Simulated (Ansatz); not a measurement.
# SiC (P6_3mc): equation of state

The task here is to estimate one member of a computed series from the others.

Computed with Ansatz 0.2.0 (DFT PBE, scalar-relativistic, plane waves, PAW, unless a step's input says otherwise).

2 further runs of the same task are left out: 2 that didn't finish. Runs told in other sessions of the task aren't counted.

## The starting structure

Symmetry: P6_3mc, No. 186, hexagonal system. The conventional cell has a = 3.092 Å, b = 3.092 Å, c = 5.074 Å, α = 90.00°, β = 90.00°, γ = 120.00°. Si (site symmetry 3m) has 4 C at 1.89 to 1.91 Å in its first shell of neighbours. C (site symmetry 3m) is surrounded by 4 Si at 1.89 to 1.91 Å.

Structure file:

```xyz
4
Lattice="3.0919 0.0000 0.0000 -1.5460 2.6777 0.0000 0.0000 0.0000 5.0743" Properties=species:S:1:pos:R:3 pbc="T T T"
Si    0.0000    1.7851    0.0233
Si    1.5460    0.8926    2.5604
C     0.0000    1.7851    1.9304
C     1.5460    0.8926    4.4675
```

This cell comes from an earlier session at PBE: 10.503 Å³/atom at 0.00 GPa, on a 12×12×8 mesh.

Volume factors to run: 0.980, 1.020, 0.960, 1.040.

Set-up of the first run:

File input.yaml:

```yaml
crystal:
  lattice:
    - [3.0711847269, 0.0, 0.0]
    - [-1.5355923635, 2.6597239932, 0.0]
    - [0.0, 0.0, 5.0402546888]
  atoms:
    - { symbol: Si, position: [0.3333333333, 0.6666666667, 0.0045824632] }
    - { symbol: Si, position: [0.6666666667, 0.3333333333, 0.5045824632] }
    - { symbol: C, position: [0.3333333333, 0.6666666667, 0.3804175368] }
    - { symbol: C, position: [0.6666666667, 0.3333333333, 0.8804175368] }
basis:
  ecutwfc: 420
  ecutrho_ratio: 4
kpoints:
  mp_grid: { grid: [12, 12, 8] }
hamiltonian:
  xc: pbe
scf:
  occupations: { method: gaussian, width: 0.05 }
output:
  forces: true
  stress: true
  eigenvalues: true
relax:
  f_tol: 0.01
  max_steps: 40
  cell: { stress_tol: 0.1, fix: [volume] }
```

Run with:

```
ansatz run input.yaml --threads 4 --pin off --max-ram 7168MiB --backend cpu --events-out ev --progress --plain --runs-dir out
```

Among the steps run: At 0.980 of the relaxed volume; Scaling the volume by 1.020; Scaling the volume by 0.960; Volume × 1.040.

One table of the session follows, with a row left open; its other results are not shown here.

It belongs to the step «Energy and pressure against volume». 

| volume (Å³/atom) | energy (meV/atom) | pressure (GPa) | gap (eV) |
| --- | --- | --- | --- |
| 10.083 | 11.96 | 9.44 | 2.24 |
| 10.293 | ? | ? | ? |
| 10.503 | 0.00 | 0.00 | 2.31 |
| 10.713 | 2.70 | -4.06 | 2.34 |
| 10.923 | 10.47 | -7.74 | 2.37 |

**Question.** Estimate the row for volume (Å³/atom) = 10.293.

Worked estimate for «energy (meV/atom)». A straight line through the neighbours (10.083, 11.96) and (10.503, 0.00) gives 11.96 + (0.00 − 11.96) × (10.293 − 10.083) / (10.503 − 10.083) = 5.98; a parabola fitted to 3 rows on both sides gives 3.09.

The run gave: energy (meV/atom): 2.88; pressure (GPa): 4.49; gap (eV): 2.27. In «energy (meV/atom)» the line misses by +3.10 and the parabola by +0.21.
